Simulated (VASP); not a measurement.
The system is Mg.

```
CELL_PARAMETERS angstrom
-1.85731 1.85731 1.85731
1.85731 -1.85731 1.85731
1.85731 1.85731 -1.85731
ATOMIC_POSITIONS crystal
Mg 0.00000 0.00000 0.00000
```

This isn't the form of Mg at room conditions, which is hcp.

The cell isn't the ideal one: volume scaled by 1.15.

```yaml
Program: VASP 6.6.1
Task: relaxation of cell and atoms
Functional: TPSS
Dispersion: D3(BJ)
Potentials_or_basis: VASP PAW PBE potentials, release 64 (Mg_sv_GW)
Cutoff: 680 eV
k_mesh: 11 × 11 × 11
Occupations: gaussian, width 0.05 eV
Spin: no spin polarisation
```

At the start: pressure -6.1 GPa; volume 25.63 Å³/atom.

Question: How do energy, volume and symmetry change on relaxing?

Answer: Over 5 steps the energy falls by 102.1 meV/atom and the volume is 21.01 Å³/atom (-18.0 %); space group Im-3m (No. 229, to 0.05 Å).

The path:
| step | energy change (eV) | largest force (eV/Å) | pressure (GPa) | volume (Å³) |
| --- | --- | --- | --- | --- |
| 1 | 0.0000 | 0.0000 | -6.07 | 25.63 |
| 2 | -0.0937 | 0.0000 | -1.91 | 22.19 |
| 3 | -0.1011 | 0.0000 | -0.81 | 21.40 |
| 4 | -0.0933 | 0.0000 | 2.63 | 19.88 |
| 5 | -0.1021 | 0.0000 | -0.02 | 21.01 |

Final structure:
```
CELL_PARAMETERS angstrom
-1.73841 1.73841 1.73841
1.73841 -1.73841 1.73841
1.73841 1.73841 -1.73841
ATOMIC_POSITIONS crystal
Mg 0.00000 0.00000 0.00000
```

Caveat: the PAW data sets were made with another functional, which shifts forces and pressure a little; pairwise dispersion overbinds metals, which lowers pressure and volume.
